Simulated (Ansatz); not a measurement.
# Compressing Sb

Theory: Ansatz 0.2.0, DFT r2SCAN, scalar-relativistic, plane waves, PAW. Settings: 500 eV cutoff, 12×12×8 k-mesh, Gaussian smearing of 0.10 eV, no spin polarisation.

Reference structure (relaxed):

```
CELL_PARAMETERS angstrom
3.35827 0.00000 0.00000
-1.67914 2.90835 0.00000
0.00000 0.00000 5.54619
ATOMIC_POSITIONS crystal
Sb 0.33333 0.66667 0.25000
Sb 0.66667 0.33333 0.75000
```

Cell and atoms are relaxed at each pressure within the symmetry of the start, at zero temperature, so transitions that lower the symmetry aren't seen. The k-mesh given is that at zero pressure and may differ at others. a, b and c are the lengths of the cell vectors above.

| P (GPa) | V (Å³/atom) | V/V0 | a (Å) | b (Å) | c (Å) |
| --- | --- | --- | --- | --- | --- |
| -1 | 27.54 | 1.017 | 3.376 | 3.376 | 5.581 |
| 0 | 27.08 | 1.000 | 3.358 | 3.358 | 5.546 |
| 1 | 26.69 | 0.985 | 3.343 | 3.343 | 5.515 |
| 4 | 25.64 | 0.947 | 3.302 | 3.302 | 5.430 |
| 12 | 23.61 | 0.872 | 3.220 | 3.220 | 5.259 |
| 25 | 21.43 | 0.791 | 3.116 | 3.116 | 5.096 |
| 50 | 18.96 | 0.700 | 2.994 | 2.994 | 4.886 |
| 90 | 16.71 | 0.617 | 2.914 | 2.914 | 4.544 |

Task: What bulk modulus and pressure derivative fit these points?

Result: A third-order Birch–Murnaghan fit gives B0 = 64 GPa and B0' = 4.4.

Task: Which cell vector or vectors give way most up to 90 GPa?

Result: c: the changes are a -13.2 %, b -13.2 %, c -18.1 %.

This form isn't the element's structure at ambient conditions.